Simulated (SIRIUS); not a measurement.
# C (C2/m) in SIRIUS: convergence with k mesh

Aim: find how far k mesh must go before the results for C settle, at PBE. This setting moves, with any that are tied to it; all else stays.

All numbers are computed with SIRIUS 7.12.0; they aren't measurements. Logs are shortened: lines on timing, memory, paths and dates and some standing lists are left out, and cuts for length are marked. The log counts tension as positive stress, the text compression.

## 1. Starting point

The structure is monoclinic, space group C2/m (No. 12). The conventional cell has a = 4.255 Å, b = 2.457 Å, c = 3.765 Å, α = 90.00°, β = 111.49°, γ = 90.00°. C (site symmetry m) has 3 C at 1.42 Å as nearest neighbours.

This is a stacking variant of graphite.

## 2. With k mesh 2 × 2 × 1

Contents of sirius.json:

```json
{
  "control": {
    "processing_unit": "cpu",
    "std_evp_solver_name": "lapack",
    "gen_evp_solver_name": "lapack",
    "verbosity": 2,
    "print_forces": true,
    "ortho_rf": true,
    "use_second_variation": true,
    "rmt_max": 3.0,
    "num_bands_to_print": 13,
    "save_wf": true
  },
  "parameters": {
    "electronic_structure_method": "full_potential_lapwlo",
    "xc_functionals": ["XC_GGA_X_PBE", "XC_GGA_C_PBE"],
    "core_relativity": "dirac",
    "valence_relativity": "iora",
    "num_fv_states": 13,
    "smearing": "fermi_dirac",
    "smearing_width": 0.0018374661,
    "pw_cutoff": 27,
    "gk_cutoff": 5.19,
    "lmax_apw": 10,
    "lmax_rho": 8,
    "lmax_pot": 8,
    "num_mag_dims": 0,
    "auto_rmt": 0,
    "ngridk": [2, 2, 1],
    "shiftk": [0, 0, 0],
    "num_dft_iter": 80,
    "energy_tol": 1e-07,
    "density_tol": 1e-05,
    "use_symmetry": true
  },
  "settings": {"tol_ne": 1e-10},
  "iterative_solver": {"type": "exact"},
  "mixer": {"type": "anderson", "beta": 0.5, "max_history": 8},
  "unit_cell": {
    "lattice_vectors": [[4.02005276, -2.3211174153, 0.0], [4.02005276, 2.3211174153, 0.0], [-2.6060639092, 0.0, 6.6193895097]],
    "atom_types": ["C"],
    "atom_files": {"C": "C.json"},
    "atoms": {"C": [[0.16664447, 0.16664447, 0.99990696], [0.83335553, 0.83335553, 9.304e-05]]}
  }
}
```

Contents of C.json:

```json
{
  "name": "carbon",
  "symbol": "C",
  "number": 6,
  "mass": 12.0107,
  "rmin": 1e-06,
  "rmt": 1.31,
  "nrmt": 800,
  "rinf": 14.98,
  "core": "",
  "valence": [
    {"basis": [{"enu": -0.02, "dme": 0, "n": 0, "auto": 0}, {"enu": -0.02, "dme": 1, "n": 0, "auto": 0}]},
    {"l": 0, "n": 1, "basis": [{"enu": -0.021, "dme": 0, "n": 0, "auto": 0}]},
    {"l": 1, "n": 2, "basis": [{"enu": 0.08, "dme": 0, "n": 0, "auto": 0}]},
    {"l": 2, "n": 3, "basis": [{"enu": 0.08, "dme": 0, "n": 0, "auto": 0}]},
    {"l": 3, "n": 4, "basis": [{"enu": 0.08, "dme": 0, "n": 0, "auto": 0}]}
  ],
  "lo": [
    {
      "l": 0,
      "basis": [{"enu": -0.021, "dme": 0, "n": 0, "auto": 0}, {"enu": -0.021, "dme": 1, "n": 0, "auto": 0}]
    },
    {
      "l": 0,
      "basis": [{"enu": -0.021, "dme": 1, "n": 0, "auto": 0}, {"enu": -0.021, "dme": 2, "n": 0, "auto": 0}]
    },
    {
      "l": 0,
      "basis": [{"enu": -9.667, "dme": 0, "n": 1, "auto": 1}, {"enu": -9.667, "dme": 1, "n": 1, "auto": 1}]
    },
    {
      "l": 0,
      "basis": [{"enu": -0.021, "dme": 0, "n": 0, "auto": 0}, {"enu": 6.9716, "dme": 0, "n": 0, "auto": 0}]
    },
    {"l": 1, "basis": [{"enu": 0.08, "dme": 0, "n": 0, "auto": 0}, {"enu": 0.08, "dme": 1, "n": 0, "auto": 0}]},
    {"l": 1, "basis": [{"enu": 0.08, "dme": 1, "n": 0, "auto": 0}, {"enu": 0.08, "dme": 2, "n": 0, "auto": 0}]},
    {"l": 1, "basis": [{"enu": 0.08, "dme": 0, "n": 0, "auto": 0}, {"enu": 8.1215, "dme": 0, "n": 0, "auto": 0}]},
    {"l": 2, "basis": [{"enu": 0.08, "dme": 0, "n": 0, "auto": 0}, {"enu": 0.08, "dme": 1, "n": 0, "auto": 0}]},
    {"l": 2, "basis": [{"enu": 0.08, "dme": 1, "n": 0, "auto": 0}, {"enu": 0.08, "dme": 2, "n": 0, "auto": 0}]},
    {"l": 2, "basis": [{"enu": 0.08, "dme": 0, "n": 0, "auto": 0}, {"enu": 9.1704, "dme": 0, "n": 0, "auto": 0}]},
    {"l": 3, "basis": [{"enu": 0.08, "dme": 0, "n": 0, "auto": 0}, {"enu": 0.08, "dme": 1, "n": 0, "auto": 0}]}
  ],
  "free_atom": [... radial grid and density of the free atom, the start of the SCF ...]
}
```

Contents of sirius_start.json:

```json
{
  "control": {
    "processing_unit": "cpu",
    "std_evp_solver_name": "lapack",
    "gen_evp_solver_name": "lapack",
    "verbosity": 1,
    "print_forces": false,
    "ortho_rf": true,
    "use_second_variation": true,
    "rmt_max": 3.0,
    "num_bands_to_print": 13,
    "save_wf": false
  },
  "parameters": {
    "electronic_structure_method": "full_potential_lapwlo",
    "xc_functionals": ["XC_LDA_X", "XC_LDA_C_PW"],
    "core_relativity": "dirac",
    "valence_relativity": "iora",
    "num_fv_states": 13,
    "smearing": "fermi_dirac",
    "smearing_width": 0.0055123983,
    "pw_cutoff": 27,
    "gk_cutoff": 4.15,
    "lmax_apw": 10,
    "lmax_rho": 8,
    "lmax_pot": 8,
    "num_mag_dims": 0,
    "auto_rmt": 0,
    "ngridk": [1, 1, 1],
    "shiftk": [0, 0, 0],
    "num_dft_iter": 30,
    "energy_tol": 0.01,
    "density_tol": 0.05,
    "use_symmetry": true
  },
  "settings": {"tol_ne": 1e-10},
  "iterative_solver": {"type": "exact"},
  "mixer": {"type": "anderson", "beta": 0.5, "max_history": 8},
  "unit_cell": {
    "lattice_vectors": [[4.02005276, -2.3211174153, 0.0], [4.02005276, 2.3211174153, 0.0], [-2.6060639092, 0.0, 6.6193895097]],
    "atom_types": ["C"],
    "atom_files": {"C": "C.json"},
    "atoms": {"C": [[0.16664447, 0.16664447, 0.99990696], [0.83335553, 0.83335553, 9.304e-05]]}
  }
}
```

Potentials or basis: all-electron FP-LAPW, apw+lo standard.

Started as:

```console
$ OMP_NUM_THREADS=1 sirius.scf --input=sirius_start.json --output=start.json
$ OMP_NUM_THREADS=1 sirius.scf --input=sirius.json --output=output.json --task=1
```

Run time: 14 s. Hardware: 1 thread of Arm Neoverse V2, shared host; peak memory 0.34 GiB.

Results:

| Item | Value |
| --- | --- |
| Free energy | -2071.0587 eV |
| Largest force | 0.497 eV/Å |
| Band gap on the k mesh | 3.48 eV, indirect (least direct gap 4.05 eV) |
| Valence electrons inside the program's atomic spheres | C 4.06 (radii C 1.31 bohr) |

## 3. With k mesh 4 × 4 × 2

Changes to sirius.json since step 2:

```diff
@@ -28,3 +28,3 @@
     "auto_rmt": 0,
-    "ngridk": [2, 2, 1],
+    "ngridk": [4, 4, 2],
     "shiftk": [0, 0, 0],
```

Contents of C.json:

```json
{
  "name": "carbon",
  "symbol": "C",
  "number": 6,
  "mass": 12.0107,
  "rmin": 1e-06,
  "rmt": 1.31,
  "nrmt": 800,
  "rinf": 14.98,
  "core": "",
  "valence": [
    {"basis": [{"enu": -0.04, "dme": 0, "n": 0, "auto": 0}, {"enu": -0.04, "dme": 1, "n": 0, "auto": 0}]},
    {"l": 0, "n": 1, "basis": [{"enu": -0.041, "dme": 0, "n": 0, "auto": 0}]},
    {"l": 1, "n": 2, "basis": [{"enu": 0.06, "dme": 0, "n": 0, "auto": 0}]},
    {"l": 2, "n": 3, "basis": [{"enu": 0.06, "dme": 0, "n": 0, "auto": 0}]},
    {"l": 3, "n": 4, "basis": [{"enu": 0.06, "dme": 0, "n": 0, "auto": 0}]}
  ],
  "lo": [
    {
      "l": 0,
      "basis": [{"enu": -0.041, "dme": 0, "n": 0, "auto": 0}, {"enu": -0.041, "dme": 1, "n": 0, "auto": 0}]
    },
    {
      "l": 0,
      "basis": [{"enu": -0.041, "dme": 1, "n": 0, "auto": 0}, {"enu": -0.041, "dme": 2, "n": 0, "auto": 0}]
    },
    {
      "l": 0,
      "basis": [{"enu": -9.687, "dme": 0, "n": 1, "auto": 1}, {"enu": -9.687, "dme": 1, "n": 1, "auto": 1}]
    },
    {
      "l": 0,
      "basis": [{"enu": -0.041, "dme": 0, "n": 0, "auto": 0}, {"enu": 6.9516, "dme": 0, "n": 0, "auto": 0}]
    },
    {"l": 1, "basis": [{"enu": 0.06, "dme": 0, "n": 0, "auto": 0}, {"enu": 0.06, "dme": 1, "n": 0, "auto": 0}]},
    {"l": 1, "basis": [{"enu": 0.06, "dme": 1, "n": 0, "auto": 0}, {"enu": 0.06, "dme": 2, "n": 0, "auto": 0}]},
    {"l": 1, "basis": [{"enu": 0.06, "dme": 0, "n": 0, "auto": 0}, {"enu": 8.1015, "dme": 0, "n": 0, "auto": 0}]},
    {"l": 2, "basis": [{"enu": 0.06, "dme": 0, "n": 0, "auto": 0}, {"enu": 0.06, "dme": 1, "n": 0, "auto": 0}]},
    {"l": 2, "basis": [{"enu": 0.06, "dme": 1, "n": 0, "auto": 0}, {"enu": 0.06, "dme": 2, "n": 0, "auto": 0}]},
    {"l": 2, "basis": [{"enu": 0.06, "dme": 0, "n": 0, "auto": 0}, {"enu": 9.1504, "dme": 0, "n": 0, "auto": 0}]},
    {"l": 3, "basis": [{"enu": 0.06, "dme": 0, "n": 0, "auto": 0}, {"enu": 0.06, "dme": 1, "n": 0, "auto": 0}]}
  ],
  "free_atom": [... radial grid and density of the free atom, the start of the SCF ...]
}
```

Changes to sirius_start.json since step 2:

```diff
@@ -28,3 +28,3 @@
     "auto_rmt": 0,
-    "ngridk": [1, 1, 1],
+    "ngridk": [2, 2, 1],
     "shiftk": [0, 0, 0],
```

Potentials or basis: all-electron FP-LAPW, apw+lo standard.

Started as:

```console
$ OMP_NUM_THREADS=1 sirius.scf --input=sirius_start.json --output=start.json
$ OMP_NUM_THREADS=1 sirius.scf --input=sirius.json --output=output.json --task=1
```

Wall time 22 s (1 thread of Arm Neoverse V2, shared host); peak memory 0.36 GiB.

What came out:

```yaml
Free_energy: -2073.7188 eV
Largest_force: 0.032 eV/Å
Band_gap_on_the_k_mesh: 3.45 eV, indirect (least direct gap 4.03 eV)
Valence_electrons_inside_the_program's_atomic_spheres: C 4.02 (radii C 1.31 bohr)
```

## 4. With k mesh 6 × 6 × 4

Changes to sirius.json since step 3:

```diff
@@ -28,3 +28,3 @@
     "auto_rmt": 0,
-    "ngridk": [4, 4, 2],
+    "ngridk": [6, 6, 4],
     "shiftk": [0, 0, 0],
```

C.json is that of step 3.

Changes to sirius_start.json since step 3:

```diff
@@ -28,3 +28,3 @@
     "auto_rmt": 0,
-    "ngridk": [2, 2, 1],
+    "ngridk": [2, 2, 2],
     "shiftk": [0, 0, 0],
```

Started as:

```console
$ OMP_NUM_THREADS=1 sirius.scf --input=sirius_start.json --output=start.json
$ OMP_NUM_THREADS=1 sirius.scf --input=sirius.json --output=output.json --task=1
```

Wall time 48 s (1 thread of Arm Neoverse V2, shared host); peak memory 0.45 GiB.

Results:

* Free energy: -2073.6690 eV
* Largest force: 0.051 eV/Å
* Band gap on the k mesh: 0.46 eV, indirect (least direct gap 0.49 eV)
* Valence electrons inside the program's atomic spheres: C 4.02 (radii C 1.31 bohr)

## 5. With k mesh 8 × 8 × 5

Changes to sirius.json since step 4:

```diff
@@ -28,3 +28,3 @@
     "auto_rmt": 0,
-    "ngridk": [6, 6, 4],
+    "ngridk": [8, 8, 5],
     "shiftk": [0, 0, 0],
```

Contents of C.json:

```json
{
  "name": "carbon",
  "symbol": "C",
  "number": 6,
  "mass": 12.0107,
  "rmin": 1e-06,
  "rmt": 1.31,
  "nrmt": 800,
  "rinf": 14.98,
  "core": "",
  "valence": [
    {"basis": [{"enu": 0.01, "dme": 0, "n": 0, "auto": 0}, {"enu": 0.01, "dme": 1, "n": 0, "auto": 0}]},
    {"l": 0, "n": 1, "basis": [{"enu": 0.009, "dme": 0, "n": 0, "auto": 0}]},
    {"l": 1, "n": 2, "basis": [{"enu": 0.11, "dme": 0, "n": 0, "auto": 0}]},
    {"l": 2, "n": 3, "basis": [{"enu": 0.11, "dme": 0, "n": 0, "auto": 0}]},
    {"l": 3, "n": 4, "basis": [{"enu": 0.11, "dme": 0, "n": 0, "auto": 0}]}
  ],
  "lo": [
    {"l": 0, "basis": [{"enu": 0.009, "dme": 0, "n": 0, "auto": 0}, {"enu": 0.009, "dme": 1, "n": 0, "auto": 0}]},
    {"l": 0, "basis": [{"enu": 0.009, "dme": 1, "n": 0, "auto": 0}, {"enu": 0.009, "dme": 2, "n": 0, "auto": 0}]},
    {
      "l": 0,
      "basis": [{"enu": -9.637, "dme": 0, "n": 1, "auto": 1}, {"enu": -9.637, "dme": 1, "n": 1, "auto": 1}]
    },
    {
      "l": 0,
      "basis": [{"enu": 0.009, "dme": 0, "n": 0, "auto": 0}, {"enu": 7.0016, "dme": 0, "n": 0, "auto": 0}]
    },
    {"l": 1, "basis": [{"enu": 0.11, "dme": 0, "n": 0, "auto": 0}, {"enu": 0.11, "dme": 1, "n": 0, "auto": 0}]},
    {"l": 1, "basis": [{"enu": 0.11, "dme": 1, "n": 0, "auto": 0}, {"enu": 0.11, "dme": 2, "n": 0, "auto": 0}]},
    {"l": 1, "basis": [{"enu": 0.11, "dme": 0, "n": 0, "auto": 0}, {"enu": 8.1515, "dme": 0, "n": 0, "auto": 0}]},
    {"l": 2, "basis": [{"enu": 0.11, "dme": 0, "n": 0, "auto": 0}, {"enu": 0.11, "dme": 1, "n": 0, "auto": 0}]},
    {"l": 2, "basis": [{"enu": 0.11, "dme": 1, "n": 0, "auto": 0}, {"enu": 0.11, "dme": 2, "n": 0, "auto": 0}]},
    {"l": 2, "basis": [{"enu": 0.11, "dme": 0, "n": 0, "auto": 0}, {"enu": 9.2004, "dme": 0, "n": 0, "auto": 0}]},
    {"l": 3, "basis": [{"enu": 0.11, "dme": 0, "n": 0, "auto": 0}, {"enu": 0.11, "dme": 1, "n": 0, "auto": 0}]}
  ],
  "free_atom": [... radial grid and density of the free atom, the start of the SCF ...]
}
```

Changes to sirius_start.json since step 4:

```diff
@@ -28,3 +28,3 @@
     "auto_rmt": 0,
-    "ngridk": [2, 2, 2],
+    "ngridk": [3, 3, 2],
     "shiftk": [0, 0, 0],
```

Started as:

```console
$ OMP_NUM_THREADS=1 sirius.scf --input=sirius_start.json --output=start.json
$ OMP_NUM_THREADS=1 sirius.scf --input=sirius.json --output=output.json --task=1
```

Run time: 84 s. Hardware: 1 thread of Arm Neoverse V2, shared host; peak memory 0.58 GiB.

What came out:

| Quantity | Value |
| --- | --- |
| Free energy | -2073.7023 eV |
| Largest force | 0.007 eV/Å |
| Band gap on the k mesh | 1.73 eV, direct |
| Valence electrons inside the program's atomic spheres | C 4.02 (radii C 1.31 bohr) |

## 6. With k mesh 10 × 10 × 6

Changes to sirius.json since step 5:

```diff
@@ -28,3 +28,3 @@
     "auto_rmt": 0,
-    "ngridk": [8, 8, 5],
+    "ngridk": [10, 10, 6],
     "shiftk": [0, 0, 0],
```

Contents of C.json:

```json
{
  "name": "carbon",
  "symbol": "C",
  "number": 6,
  "mass": 12.0107,
  "rmin": 1e-06,
  "rmt": 1.31,
  "nrmt": 800,
  "rinf": 14.98,
  "core": "",
  "valence": [
    {"basis": [{"enu": -0.05, "dme": 0, "n": 0, "auto": 0}, {"enu": -0.05, "dme": 1, "n": 0, "auto": 0}]},
    {"l": 0, "n": 1, "basis": [{"enu": -0.051, "dme": 0, "n": 0, "auto": 0}]},
    {"l": 1, "n": 2, "basis": [{"enu": 0.05, "dme": 0, "n": 0, "auto": 0}]},
    {"l": 2, "n": 3, "basis": [{"enu": 0.05, "dme": 0, "n": 0, "auto": 0}]},
    {"l": 3, "n": 4, "basis": [{"enu": 0.05, "dme": 0, "n": 0, "auto": 0}]}
  ],
  "lo": [
    {
      "l": 0,
      "basis": [{"enu": -0.051, "dme": 0, "n": 0, "auto": 0}, {"enu": -0.051, "dme": 1, "n": 0, "auto": 0}]
    },
    {
      "l": 0,
      "basis": [{"enu": -0.051, "dme": 1, "n": 0, "auto": 0}, {"enu": -0.051, "dme": 2, "n": 0, "auto": 0}]
    },
    {
      "l": 0,
      "basis": [{"enu": -9.697, "dme": 0, "n": 1, "auto": 1}, {"enu": -9.697, "dme": 1, "n": 1, "auto": 1}]
    },
    {
      "l": 0,
      "basis": [{"enu": -0.051, "dme": 0, "n": 0, "auto": 0}, {"enu": 6.9416, "dme": 0, "n": 0, "auto": 0}]
    },
    {"l": 1, "basis": [{"enu": 0.05, "dme": 0, "n": 0, "auto": 0}, {"enu": 0.05, "dme": 1, "n": 0, "auto": 0}]},
    {"l": 1, "basis": [{"enu": 0.05, "dme": 1, "n": 0, "auto": 0}, {"enu": 0.05, "dme": 2, "n": 0, "auto": 0}]},
    {"l": 1, "basis": [{"enu": 0.05, "dme": 0, "n": 0, "auto": 0}, {"enu": 8.0915, "dme": 0, "n": 0, "auto": 0}]},
    {"l": 2, "basis": [{"enu": 0.05, "dme": 0, "n": 0, "auto": 0}, {"enu": 0.05, "dme": 1, "n": 0, "auto": 0}]},
    {"l": 2, "basis": [{"enu": 0.05, "dme": 1, "n": 0, "auto": 0}, {"enu": 0.05, "dme": 2, "n": 0, "auto": 0}]},
    {"l": 2, "basis": [{"enu": 0.05, "dme": 0, "n": 0, "auto": 0}, {"enu": 9.1404, "dme": 0, "n": 0, "auto": 0}]},
    {"l": 3, "basis": [{"enu": 0.05, "dme": 0, "n": 0, "auto": 0}, {"enu": 0.05, "dme": 1, "n": 0, "auto": 0}]}
  ],
  "free_atom": [... radial grid and density of the free atom, the start of the SCF ...]
}
```

Changes to sirius_start.json since step 5:

```diff
@@ -28,3 +28,3 @@
     "auto_rmt": 0,
-    "ngridk": [3, 3, 2],
+    "ngridk": [4, 4, 2],
     "shiftk": [0, 0, 0],
```

Potentials or basis: all-electron FP-LAPW, apw+lo standard.

Started as:

```console
$ OMP_NUM_THREADS=1 sirius.scf --input=sirius_start.json --output=start.json
$ OMP_NUM_THREADS=1 sirius.scf --input=sirius.json --output=output.json --task=1
```

It took 2.4 min on 1 thread of Arm Neoverse V2, shared host; peak memory 0.79 GiB.

What came out:

* Free energy: -2073.7054 eV
* Largest force: 0.006 eV/Å
* Band gap on the k mesh: 1.38 eV, indirect (least direct gap 1.41 eV)
* Valence electrons inside the program's atomic spheres: C 4.02 (radii C 1.31 bohr)

## 7. With k mesh 13 × 13 × 8

Changes to sirius.json since step 6:

```diff
@@ -28,3 +28,3 @@
     "auto_rmt": 0,
-    "ngridk": [10, 10, 6],
+    "ngridk": [13, 13, 8],
     "shiftk": [0, 0, 0],
```

Contents of C.json:

```json
{
  "name": "carbon",
  "symbol": "C",
  "number": 6,
  "mass": 12.0107,
  "rmin": 1e-06,
  "rmt": 1.31,
  "nrmt": 800,
  "rinf": 14.98,
  "core": "",
  "valence": [
    {"basis": [{"enu": -0.03, "dme": 0, "n": 0, "auto": 0}, {"enu": -0.03, "dme": 1, "n": 0, "auto": 0}]},
    {"l": 0, "n": 1, "basis": [{"enu": -0.031, "dme": 0, "n": 0, "auto": 0}]},
    {"l": 1, "n": 2, "basis": [{"enu": 0.07, "dme": 0, "n": 0, "auto": 0}]},
    {"l": 2, "n": 3, "basis": [{"enu": 0.07, "dme": 0, "n": 0, "auto": 0}]},
    {"l": 3, "n": 4, "basis": [{"enu": 0.07, "dme": 0, "n": 0, "auto": 0}]}
  ],
  "lo": [
    {
      "l": 0,
      "basis": [{"enu": -0.031, "dme": 0, "n": 0, "auto": 0}, {"enu": -0.031, "dme": 1, "n": 0, "auto": 0}]
    },
    {
      "l": 0,
      "basis": [{"enu": -0.031, "dme": 1, "n": 0, "auto": 0}, {"enu": -0.031, "dme": 2, "n": 0, "auto": 0}]
    },
    {
      "l": 0,
      "basis": [{"enu": -9.677, "dme": 0, "n": 1, "auto": 1}, {"enu": -9.677, "dme": 1, "n": 1, "auto": 1}]
    },
    {
      "l": 0,
      "basis": [{"enu": -0.031, "dme": 0, "n": 0, "auto": 0}, {"enu": 6.9616, "dme": 0, "n": 0, "auto": 0}]
    },
    {"l": 1, "basis": [{"enu": 0.07, "dme": 0, "n": 0, "auto": 0}, {"enu": 0.07, "dme": 1, "n": 0, "auto": 0}]},
    {"l": 1, "basis": [{"enu": 0.07, "dme": 1, "n": 0, "auto": 0}, {"enu": 0.07, "dme": 2, "n": 0, "auto": 0}]},
    {"l": 1, "basis": [{"enu": 0.07, "dme": 0, "n": 0, "auto": 0}, {"enu": 8.1115, "dme": 0, "n": 0, "auto": 0}]},
    {"l": 2, "basis": [{"enu": 0.07, "dme": 0, "n": 0, "auto": 0}, {"enu": 0.07, "dme": 1, "n": 0, "auto": 0}]},
    {"l": 2, "basis": [{"enu": 0.07, "dme": 1, "n": 0, "auto": 0}, {"enu": 0.07, "dme": 2, "n": 0, "auto": 0}]},
    {"l": 2, "basis": [{"enu": 0.07, "dme": 0, "n": 0, "auto": 0}, {"enu": 9.1604, "dme": 0, "n": 0, "auto": 0}]},
    {"l": 3, "basis": [{"enu": 0.07, "dme": 0, "n": 0, "auto": 0}, {"enu": 0.07, "dme": 1, "n": 0, "auto": 0}]}
  ],
  "free_atom": [... radial grid and density of the free atom, the start of the SCF ...]
}
```

Changes to sirius_start.json since step 6:

```diff
@@ -28,3 +28,3 @@
     "auto_rmt": 0,
-    "ngridk": [4, 4, 2],
+    "ngridk": [5, 5, 3],
     "shiftk": [0, 0, 0],
```

Started as:

```console
$ OMP_NUM_THREADS=1 sirius.scf --input=sirius_start.json --output=start.json
$ OMP_NUM_THREADS=1 sirius.scf --input=sirius.json --output=output.json --task=1
```

Run time: 5 min. Hardware: 1 thread of Arm Neoverse V2, shared host; peak memory 1.3 GiB.

It converged, with:

- Free energy: -2073.7032 eV
- Largest force: 0.005 eV/Å
- Band gap on the k mesh: 0.93 eV, indirect (least direct gap 0.94 eV)
- Valence electrons inside the program's atomic spheres: C 4.02 (radii C 1.31 bohr)

[end of part 1 of 2]
